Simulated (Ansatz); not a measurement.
**AlNi: pressure against volume**

AlNi, P4/mmm, a = 2.859 Å, c = 2.869 Å. The structure is a Materials Project entry; whether it is the stable form wasn't checked. Ansatz: PBEsol, PAW, 420 eV, Γ-centred 16×16×14 mesh on 2 atoms, Gaussian smearing 0.10 eV; no spin polarisation. Shape and atoms are relaxed at each volume; pressure is positive in compression.

| V (Å³/atom) | P (GPa) |
| --- | --- |
| 11.020 | ? |
| 11.372 | 5.63 |
| 11.724 | 0.00 |
| 12.076 | -4.81 |
| 12.427 | -8.90 |

Take V0 = 11.724 Å³/atom, fit the third-order Birch–Murnaghan form to the other rows, and predict the missing pressure.

With the Eulerian strain f = ½[(V0/V)^(2/3) − 1] and y = P/[3f(1 + 2f)^(5/2)], the form is the line y = B0 + 1.5 B0 (B0′ − 4) f. Rows (f, y): 0.01027, 173.7; -0.00976, 172.6; -0.01904, 171.7. Means f = -0.006177, y = 172.67; Σ(Δf)² = 0.0004488, ΣΔfΔy = 0.02967; the slope is their ratio. y = 173.1 + 66.11 f GPa, so B0 = 173.1 GPa and B0′ = 4 + 2 × (66.11)/(3 × 173.1) = 4.25. At V = 11.020, f = 0.02107, y = 174.49 and P = 12.23 GPa. The run gave 12.25 GPa, so the fit is 0.02 GPa too low, a small miss on the scale of the series. The form still works here, 33 % of the fitted range beyond its end.